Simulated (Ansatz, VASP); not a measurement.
# BaAs2Ru2 in two plane-wave programs, part 2 of 2

Wanted: the spread between two codes on one cell, functional and k mesh.

VASP 6.6.1 and Ansatz 0.2.0.

So far: Starting point; VASP: relaxation of cell and atoms, r2SCAN.

**3. Ansatz: relaxation of cell and atoms, r2SCAN**

Level of this step: Ansatz beside VASP: Kohn-Sham DFT, plane waves, r2SCAN (Ansatz).

Ansatz runs on its default PAW (the set named soft_2) files.

The same cell, functional, mesh and smearing now go to Ansatz, which takes its cutoff from its data sets.

input.yaml

```yaml
crystal:
  lattice:
    - [-2.0856048413, 2.0856048413, 6.2124597899]
    - [2.0856048413, -2.0856048413, 6.2124597899]
    - [2.0856048413, 2.0856048413, -6.2124597899]
  atoms:
    - { symbol: Ba, position: [0.0, 0.0, 0.0] }
    - { symbol: As, position: [0.65136726, 0.65136726, 0.0] }
    - { symbol: As, position: [0.34863274, 0.34863274, 0.0] }
    - { symbol: Ru, position: [0.75, 0.25, 0.5] }
    - { symbol: Ru, position: [0.25, 0.75, 0.5] }
hamiltonian:
  xc: r2scan
  pseudopotentials: { kind: paw }
kpoints:
  mp_grid: { grid: [7, 7, 7] }
scf:
  occupations: { method: fermi_dirac, width: 0.05 }
relax:
  f_tol: 0.01
  max_steps: 60
  cell: { stress_tol: 0.05 }
output:
  forces: true
  stress: true
  write_density: true
  write_potential: true
  elf: true
  volumetric_format: npy
```

On the command line:

```
ansatz run input.yaml --threads 4 --pin off --max-ram 9216MiB --backend cpu --events-out ev --progress --plain --runs-dir out
```

Numbers of over 12 decimals in the logs are rounded to 6 here.

The program printed:

```text
Engine: ansatz 0.2.0, aarch64-unknown-linux-gnu
Pseudopotentials: kind: paw
Pseudopotential: Ba, paw, valence charge 10, recommended cutoff 500 eV (meta_gga), Ba.paw.azcp
Pseudopotential: As, paw, valence charge 15, recommended cutoff 500 eV (meta_gga), As.paw.azcp
Pseudopotential: Ru, paw, valence charge 16, recommended cutoff 500 eV (meta_gga), Ru.paw.azcp
Functional definition: r2SCAN
  parameter k0 = 0.174
  parameter k1 = 0.065
  parameter a1 = 4.9479
  exchange = r2scan_x(k0 = k0, k1 = k1, a1 = a1)
  correlation = r2scan_c
Crystal: 5 atoms, lattice volume = 108.091 Å³
Basis set: ecut = 500 eV, 2767 PW (Γ), exchange–correlation on 216×216×216 points (64 copies of the dense FFT grid, shifted against one another)
Bands: 44, of which v1, the nominal top of the filled ones, is band 36 counted from 1 (35 counted from 0)
Symmetry: 16 space group operations
Space group: I4/mmm (ITA 139), of the structure as read, at distance tolerance 4.8e-5 Å
k-points: 40 of 343
Non-local potential: Ba, projectors of the file, l = 0: 3, l = 1: 2, l = 2: 2, l = 3: 2
Non-local potential: As, projectors of the file, l = 0: 2, l = 1: 2, l = 2: 3, l = 3: 1
Non-local potential: Ru, projectors of the file, l = 0: 3, l = 1: 2, l = 2: 2, l = 3: 1
PAW form: soft (Blöchl's): semilocal exchange-correlation on the pseudo side does not see the compensation charge
PAW frozen core: Ba, regenerated for the run's functional (the file was generated under x = pbe(κ = 0.804, μ = 0.219515), c = pbe(β = 0.066725))
PAW frozen core: As, regenerated for the run's functional (the file was generated under x = pbe(κ = 0.804, μ = 0.219515), c = pbe(β = 0.066725))
PAW frozen core: Ru, regenerated for the run's functional (the file was generated under x = pbe(κ = 0.804, μ = 0.219515), c = pbe(β = 0.066725))
PAW one-centre angular grid: Ba, 302 points (default); XC on 160 Gauss nodes
PAW one-centre angular grid: As, 590 points (default); XC on 160 Gauss nodes
PAW one-centre angular grid: Ru, 590 points (default); XC on 160 Gauss nodes
Initial density: superposition of atomic densities (neutral atoms: chi_scale 0, normalization atom), corrected by the library's trained network
Initial wavefunctions: pseudopotential atomic-orbital guess
Functional: x = r2scan, c = r2scan; τ floored in thin density (d = 2e-4 eV/Å³)
SCF iter   1: F=—  HF=-27479.074492 eV  |F-HF|=—  |Δ(HF+E_count)|=         —  Δρ=6.99e-3  dr2=1.63e-1  dr2_τ=2.73e-2  ethr=1.77e-3  ⟨swp⟩=7.8  Hψ=7333  notcnv=0  defer=9
preconditioner: auto → Kerker (q_TF=auto, 2.550 Å⁻¹)  [metal: Δε(μ)=0.039 eV  Ē_g=8.917 eV  σ=0.050 eV  W_gap=0.19  n_scr=32 (ndim 8)  ℏωp=20.8 eV  f_vac=0.000  D(μ)=1.40/eV (n_scr^D=2)]
SCF iter   2: F=—  HF=-27479.125006 eV  |F-HF|=—  |Δ(HF+E_count)|=   5.05e-2  Δρ=4.49e-3  dr2=7.37e-2  dr2_τ=9.15e-4  ethr=2.26e-4  ⟨swp⟩=3.8  Hψ=3289  notcnv=0  defer=76
SCF iter   3: F=—  HF=-27479.112501 eV  |F-HF|=—  |Δ(HF+E_count)|=   1.25e-2  Δρ=1.76e-3  dr2=2.04e-2  dr2_τ=2.14e-4  ethr=1.02e-4  ⟨swp⟩=3.2  Hψ=2316  notcnv=0  defer=76
SCF iter   4: F=—  HF=-27479.107597 eV  |F-HF|=—  |Δ(HF+E_count)|=   4.90e-3  Δρ=9.98e-4  dr2=1.81e-3  dr2_τ=4.28e-5  ethr=2.83e-5  ⟨swp⟩=2.8  Hψ=2523  notcnv=0  defer=76
SCF iter   5: F=—  HF=-27479.107599 eV  |F-HF|=—  |Δ(HF+E_count)|=   1.36e-6  Δρ=5.00e-4  dr2=3.82e-4  dr2_τ=3.92e-5  ethr=2.51e-6  ⟨swp⟩=2.7  Hψ=3093  notcnv=0  defer=76
SCF iter   6: F=—  HF=-27479.107567 eV  |F-HF|=—  |Δ(HF+E_count)|=   3.20e-5  Δρ=2.03e-4  dr2=9.58e-5  dr2_τ=8.06e-6  ethr=5.31e-7  ⟨swp⟩=2.0  Hψ=2812  notcnv=0  defer=76
SCF iter   7: F=—  HF=-27479.107577 eV  |F-HF|=—  |Δ(HF+E_count)|=   1.04e-5  Δρ=8.20e-5  dr2=1.70e-5  dr2_τ=1.52e-7  ethr=1.33e-7  ⟨swp⟩=1.9  Hψ=2171  notcnv=0  defer=76
SCF iter   8: F=—  HF=-27479.107577 eV  |F-HF|=—  |Δ(HF+E_count)|=   2.23e-7  Δρ=1.86e-5  dr2=8.87e-7  dr2_τ=1.84e-8  ethr=2.35e-8  ⟨swp⟩=2.0  Hψ=2465  notcnv=0  defer=76
SCF iter   9: F=-27479.107577 eV  HF=-27479.107577 eV  |F-HF|=4.93e-9  |Δ(HF+E_count)|=  4.00e-10  Δρ=4.61e-6  dr2=3.37e-8  dr2_τ=2.11e-9  ethr=1.39e-10  ⟨swp⟩=7.0  Hψ=12548  notcnv=0
SCF 1 converged in 9 iterations: F = -27479.107577 eV  dr2 = 3.37e-8
  greatest PAW one-centre occupation: 0.999 electrons in one spin orbital (limit 2), on the As atom at site 2 (counted from 0), in its partial waves of l = 2
relax step   1: F+E_penalty+E_count = -27479.10757700 eV  Δ(F+E_penalty+E_count) = +0.000e0 eV  max|allowed force component| = 1.818e-2 eV/Å  Δτ_max = 0.0000 Å  P = -0.582 GPa  Ω = 108.091 Å³  (9 SCF iters, dr2 threshold 1.00e-7 eV, accepted)
[...]
relax step   2: F+E_penalty+E_count = -27479.10853290 eV  Δ(F+E_penalty+E_count) = -9.559e-4 eV  max|allowed force component| = 2.627e-2 eV/Å  Δτ_max = 0.0086 Å  P = +0.262 GPa  Ω = 107.072 Å³  energy of the carried Pulay correction = +2.736e-4 eV  (6 SCF iters, dr2 threshold 5.00e-7 eV, accepted)
[...]
relax step   3: F+E_penalty+E_count = -27479.10886858 eV  Δ(F+E_penalty+E_count) = -3.357e-4 eV  max|allowed force component| = 2.440e-3 eV/Å  Δτ_max = 0.0047 Å  P = -0.010 GPa  Ω = 107.464 Å³  energy of the carried Pulay correction = +1.679e-4 eV  (6 SCF iters, dr2 threshold 2.23e-7 eV, accepted)
[...]
relax step   4: F+E_penalty+E_count = -27479.10869926 eV  Δ(F+E_penalty+E_count) = +1.693e-4 eV  max|allowed force component| = 2.449e-3 eV/Å  Δτ_max = 0.0000 Å  P = -0.011 GPa  Ω = 107.464 Å³  stress off target by 1.98e-2 GPa  SCF on the basis re-selected at this cell (its energy is not comparable with the rows above)  (6 SCF iters)
basis re-selected at this cell: Δ(F+E_penalty+E_count) = +1.693e-4 eV, ΔP = -0.001 GPa vs the last step (what re-selecting the basis moved, of the pressure what is left beyond the Pulay correction that the steps carried, after the strain that the cell walked since its last selection, with what the two solves' SCF thresholds leave and, on support functions, any second-order correction that the steps lacked; it is no m [...]
SCF converged after 6 iterations
Free energy (F): -27479.108699 eV
Harris-Foulkes:  -27479.108699 eV  (|F-HF|=7.28e-12)
Internal energy: -27479.096110 eV  (E = F + TS)
E sigma→0 (E₀):  -27479.102405 eV
Entropy (-TS):   -0.012589 eV (-2.518 meV/atom)
Fermi energy:    13.738161 eV
--- Per-component energies (eV) ---
  E_band       = -819.161422
  E_kinetic    = 1412.376152
  E_local      = -9272.008081  (includes V_loc(G=0)·N_el)
  E_nonlocal   = -591.455047
  E_hartree    = 4245.720591
  E_xc         = -676.131173
  E_vxc        = -853.358609  (∫ρ·V_xc dr)
  E_paw        = -15910.043013  (= ΣΔE_a)
  E_vpaw       = -60.109368  (= ΣTr[D̂ρ^β])
  E_aug_tail   = 0.000162  (compensation charges beyond the density's cutoff)
  E_vtau       = 53.952365  (kinetic-family band-sum trace: ∫τ·v_τ [+ j·A + Jᵃ·Aᵃ] dr)
  E_ewald      = -6684.089390
  E_core_change = -3.466311  (= ΣΔE_core)
  E_smearing   = -0.012589  (= −TS)
  E_closure    = -0.000000  (closes the sum)
  Σ components = -27479.108699   (vs F -27479.108699, Δ=0.00e0)
--- Forces (eV/Å), atoms counted from 1 ---
  atom   1  Ba     0.00000000     0.00000000    -0.00000000
  atom   2  As    -0.00000000    -0.00000000     0.00244857
  atom   3  As    -0.00000000    -0.00000000    -0.00244857
  atom   4  Ru     0.00000000     0.00000000     0.00000000
  atom   5  Ru     0.00000000     0.00000000     0.00000000
  max |Σ_I F_I| component: 8.67e-19 eV/Å
--- Stress (GPa, compression-positive) ---
       -0.007185       0.000000      -0.000000
        0.000000      -0.007185      -0.000000
        0.000000       0.000000      -0.019792
  P = ⅓ Tr σ = -0.0114 GPa (-0.114 kbar)
--- Band table (eV; the first three rows and the last of 40) ---
  k-point 0: bands = [... 32 lower, 12.7685, 13.5074, 13.7276, 13.7276, 14.3757, 15.0795, 16.6014, 17.0246, ... 4 higher]
  k-point 1: bands = [... 32 lower, 12.8034, 13.0814, 13.2345, 13.2811, 14.5453, 15.1876, 15.5808, 17.3075, ... 4 higher]
  k-point 2: bands = [... 32 lower, 12.2689, 12.5014, 12.5294, 12.9401, 14.5977, 15.2800, 15.2951, 15.7099, ... 4 higher]
  k-point 39: bands = [... 32 lower, 13.1768, 13.2679, 13.7241, 14.2296, 14.4160, 15.2709, 15.7359, 16.4881, ... 4 higher]
--- Relaxed structure (3 steps of the walk, 3 accepted, 1 SCFs on fresh bases) ---
  F+E_penalty+E_count = -27479.10869926 eV   max|allowed force component| = 2.449e-3 eV/Å   (the final SCF, on the basis selected at the relaxed cell)
  cell:  # Å, volume = 107.4643 Å³
    - [-2.080998, 2.080998, 6.203844]
    - [2.080998, -2.080998, 6.203844]
    - [2.080998, 2.080998, -6.203844]
  atoms:
    - { symbol: Ba, position: [0, 0, 0] }
    - { symbol: As, position: [0.651053, 0.651053, 0] }
    - { symbol: As, position: [0.348947, 0.348947, 0] }
    - { symbol: Ru, position: [0.75, 0.250000, 0.5] }
    - { symbol: Ru, position: [0.250000, 0.75, 0.5] }
```

Elapsed: 29 s, on 4 threads of Arm Neoverse V2, shared host; peak memory 1.3 GiB; 1.9 min of CPU time.

**4. Side by side**

Known differences besides the potentials themselves: VASP keeps PBE cores, Ansatz makes them for the functional; both relaxations stop at a tolerance, which leaves soft axes loose, and VASP keeps its plane-wave basis; the data sets hold 72 valence electrons in Ansatz (default PAW (the set named soft_2) files) and 48 in VASP; the cutoff is 500 eV in Ansatz and 520 eV in VASP; Ansatz adds a Pulay correction to the stress that steers its cell, VASP none. Total energies have different zeros and are not compared.

The two programs side by side:

| quantity | Ansatz | VASP | difference |
| --- | --- | --- | --- |
| volume (Å³) | 107.46 | 108.24 | -0.72 % |
| edge a after relaxation, in the typed setting (Å) | 6.867 | 6.892 | -0.37 % |

The walks stopped with -0.01 GPa left in Ansatz and -0.02 GPa in VASP; each walk ends within a tolerance, so the volume difference is uncertain by about these residues over the bulk modulus, most in soft cells.

**5. Outcome**

```
difference in volume (relaxation of cell and atoms, r2SCAN) : -0.72 %
```

In words: The difference in volume is -0.72 % (relaxation of cell and atoms, r2SCAN), within the 1.2 % picked in this series as the mark of a large difference, as far as the stopping tolerances let one tell. Such differences can come from data sets, numerical settings and the points named under the comparisons, not from the functional's error against experiment.

[Lines on the potential files, build, host, timing and source positions are cut from VASP's logs without a mark.]

[Logs are printed without paths, hosts, clocks, repeated set-up lines and the standing remarks that a program may print on its own settings, such as how far it seeks lower states.]

[Hosts, paths, dates, database ids (printed as entryN), source tags and the programs' standing remarks are cut or masked in the printed files.]
